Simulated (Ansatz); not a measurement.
The calculation used DFT PBE, scalar-relativistic, plane waves, PAW in Ansatz 0.2.0. All cells share a 420 eV cutoff and Γ-centred k meshes spaced at most about 0.3 Å⁻¹ (about 0.25 or finer for metals, 2π included). No spin polarisation.

These are static total energies at zero pressure.

Question: Which of these relaxed structures of Be₄S is the lowest in energy?
A.

```
Be S
1.0
     4.00691    0.00000    0.00000
     0.00000    4.00691    0.00000
     0.00000    0.00000    4.00691
Be S
4 1
Cartesian
  0.0000 2.0035 2.0035
  2.0035 0.0000 2.0035
  2.0035 2.0035 0.0000
  0.0000 0.0000 0.0000
  2.0035 2.0035 2.0035
```

B.

```
Be S
1.0
     3.86534    0.00000    0.00000
     0.00000    3.86534    0.00000
     0.00000    0.00000    3.86534
Be S
4 1
Direct
  0.30096 0.30096 0.30096
  0.69904 0.69904 0.30096
  0.30096 0.69904 0.69904
  0.69904 0.30096 0.69904
  0.00000 0.00000 0.00000
```

Answer: B. The other, A, lies 0.70 eV/atom higher. Forms: B P-43m; A Pm-3m. Counting Be atoms around S (those within 1.25 times the shortest such distance or 1.15 times the sum of covalent radii): B has S 4; A has S 6. Both come from invented guesses. Even the lowest of the cells shown lies +0.23 eV/atom against the elements.

Cells relaxed within their symmetry can be saddle points. Some structure types and database cells were kept out of the candidates from the start, so a known form may be missing.
